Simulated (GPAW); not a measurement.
Runs of GPAW 26.7.0 on SnTe. Symmetry: Fm-3m, No. 225, cubic system. Conventional cell: a = 6.302 Å, b = 6.302 Å, c = 6.302 Å, α = 90.00°, β = 90.00°, γ = 90.00°. Te (site symmetry m-3m) has 6 Sn at 3.15 Å as nearest neighbours. Sn (site symmetry m-3m) has 6 Te at 3.15 Å as nearest neighbours. 

| task | level | potentials or basis | spin | k mesh | cutoff (eV) | smearing | response ecut | response k mesh | response bands | kernels | coarser k mesh | gap on the mesh (eV) | pressure (GPa) |
| --- | --- | --- | --- | --- | --- | --- | --- | --- | --- | --- | --- | --- | --- |
| dielectric tensor | AM05 | PAW data sets generated in the run's folder for this functional, pw | off | 6 × 6 × 6 | 400 | fermi-dirac 0.001 eV | 80 eV | 18 × 18 × 18 | 30 | ["RPA"] | 18 × 18 × 18 | 0.12 | - |
| band structure | PBEsol | PAW data sets generated in the run's folder for this functional, pw | SOC, no magnetisation | 7 × 7 × 7 | 600 | fermi-dirac 0.05 eV | - | - | - | - | - | - | -0.7 |
| band structure | PBEsol | PAW data sets generated in the run's folder for this functional, pw | off | 7 × 7 × 7 | 600 | fermi-dirac 0.05 eV | - | - | - | - | - | - | -0.7 |
| dielectric tensor | LDA | the program's PAW data sets (release 1.2.1) made for this functional, pw | off | 6 × 6 × 6 | 400 | fermi-dirac 0.001 eV | 80 eV | 18 × 18 × 18 | 30 | ["RPA"] | 18 × 18 × 18 | (a) | - |
| dielectric tensor | PBEsol | PAW data sets generated in the run's folder for this functional, pw | off | 6 × 6 × 6 | 400 | fermi-dirac 0.001 eV | 80 eV | 18 × 18 × 18 | 30 | ["RPA"] | 18 × 18 × 18 | 0.15 | - |

Alike in all rows: cell as given.

Question: Fill in the values left out.

Answer: (a) 0.11.

Caveats: spin-orbit coupling is left out, which moves the levels of the heavy elements (some runs); the gap is small at this level, which inflates the dielectric constant (some runs); the long-wavelength limit can be off by a per cent or two (some runs); spin-orbit coupling was added after a scalar SCF, so levels and gaps hold it while energy, forces, pressure and moments don't (some runs); this program's spin-orbit splittings come out too wide for heavy elements (some runs).

A k mesh can miss the band edges, and rows without SOC leave out spin-orbit coupling on Sn, Te.

Runs at the PBE level aren't shown here.
